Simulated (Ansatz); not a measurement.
The elements of this relaxed trial crystal are hidden behind letters.

```
lattice vectors (Å)
   1.6903    0.9759   13.3292
  -1.6903    0.9759   13.3292
   0.0000   -1.9518   13.3292
fractional positions
X 0.6056 0.6056 0.6056
X 0.2015 0.2015 0.2015
X 0.7985 0.7985 0.7985
X 0.3944 0.3944 0.3944
Z 0.0000 0.0000 0.0000
```

Method: Ansatz, DFT PBE, scalar-relativistic, plane waves, PAW. Plane waves to 420 eV, a 12×12×12 mesh through Γ for the 5-atom cell and 0.10 eV Gaussian smearing; no spin polarisation.

| Item | Value |
| --- | --- |
| Space group | R-3m (No. 166) |
| Conventional cell | a = 3.381 Å, c = 39.988 Å |
| Volume per atom | 26.39 Å³ |
| Density | 6.89 g/cm³ |
| Energy over the elements | +0.14 eV/atom |
| Gap on the 12×12×12 mesh of the 5-atom cell | 0 eV (a metal) |

Energies are uncorrected and count from the elements' standard states at the same level.

**Question.** X is a p-block element of period 5 and Z is a p-block element of period 4. Which elements are they?

**Answer.** X = Sn, Z = Ge, so the formula is Sn4Ge. Density times volume gives a mean mass of 6.89 × 26.39/1.6605 = 109.5 u per atom, and this set has 109.5 u. Among the elements that the hints allow, noble gases aside, only these give it. Sn on its first site has 3 Ge at 3.12 Å and 9 Sn at 3.38–3.44 Å; Sn on its second site has 12 Sn at 3.38–3.44 Å; Ge is surrounded by 6 Sn at 3.12 Å and 6 Ge at 3.38 Å.

A structure relaxed within its symmetry needn't be a true minimum. Another cell of Sn4Ge relaxed alike, in I4/m, lies 23 meV/atom lower, so this cell isn't the stable form at this level.
